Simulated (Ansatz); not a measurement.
## MoS2: band structure with RPBE

**What was measured.**

“Multiwavelength excitation Raman Scattering Analysis of bulk and 2 dimensional MoS2: Vibrational properties of atomically thin MoS2 layers”, 2015, arxiv:1506.03228 reports, for a bulk crystal of MoS2 at 300 K: band gap 1.3 eV (indirect).

Crystal: MoS2.

```
Mo S
1.0
     3.16900    0.00000    0.00000
    -1.58450    2.74443    0.00000
     0.00000    0.00000   12.32400
Mo S
2 4
Direct
  0.66667 0.33333 0.75000
  0.33333 0.66667 0.25000
  0.66667 0.33333 0.37700
  0.33333 0.66667 0.87700
  0.66667 0.33333 0.12300
  0.33333 0.66667 0.62300
```

| Quantity | Value |
| --- | --- |
| Program | Ansatz 0.2.0 |
| Task | band structure |
| Functional | RPBE |
| Potentials or basis | Ansatz PAW |
| Cutoff | 420 eV (not typed: the program's choice for these potentials) |
| k mesh | 10 × 10 × 3 |
| Occupations | fermi-dirac, width 0.05 eV |
| Spin | no spin polarisation |
| Path | [["G", "M", "K", "G", "A", "L", "H", "A"], ["L", "M"], ["K", "H"]] |
| Points for each segment of the path | 14 |

* Pressure: 4.7 GPa
* Band gap on the k mesh: 0.97 eV, indirect (least direct gap 1.87 eV)
* Band gap along the path: 0.93 eV, indirect (least direct gap 1.66 eV)

Stress tensor (GPa, compression positive):
```
4.51 0.00 0.00
0.00 4.51 0.00
0.00 0.00 5.03
```

Levels at the corners of the path, in eV from the valence-band top:
| point | band 24 | band 25 | band 26 | band 27 | band 28 | band 29 |
| --- | --- | --- | --- | --- | --- | --- |
| Γ | -1.19 | -1.11 | 0.00 | 2.11 | 2.11 | 2.13 |
| M | -1.53 | -1.38 | -1.26 | 1.61 | 1.65 | 2.02 |
| K | -2.70 | -0.75 | -0.59 | 1.06 | 1.06 | 1.91 |
| Γ | -1.19 | -1.11 | 0.00 | 2.11 | 2.11 | 2.13 |
| A | -2.15 | -0.26 | -0.26 | 2.11 | 2.11 | 2.11 |
| L | -1.63 | -1.32 | -1.32 | 1.63 | 1.63 | 2.16 |
| H | -2.88 | -0.68 | -0.68 | 1.06 | 1.06 | 2.35 |
| A | -2.15 | -0.26 | -0.26 | 2.11 | 2.11 | 2.11 |
| L | -1.63 | -1.32 | -1.32 | 1.63 | 1.63 | 2.16 |
| M | -1.53 | -1.38 | -1.26 | 1.61 | 1.65 | 2.02 |
| K | -2.70 | -0.75 | -0.59 | 1.06 | 1.06 | 1.91 |
| H | -2.88 | -0.68 | -0.68 | 1.06 | 1.06 | 2.35 |

Run time: 10 s on 2 threads of Arm Neoverse V1 (shared host), peak memory 0.51 GiB.

A measured gap of MoS2 is 1.3 eV (indirect; 300 K; “Multiwavelength excitation Raman Scattering Analysis of bulk and 2 dimensional MoS2: Vibrational properties of atomically thin MoS2 layers”, 2015, arxiv:1506.03228); the calculated 0.93 eV misses it by -0.37 eV. Spin-orbit coupling on Mo is left out. The value is that of RPBE, without temperature or zero-point motion. Semilocal functionals fall short of measured gaps as a rule.

Caveat: this functional lacks dispersion, which binds the layers, so the pressure and a relaxed spacing across them are unreliable; the PAW data sets come from PBE, with cores solved anew for the run's functional, which leaves a small shift of forces and pressure.
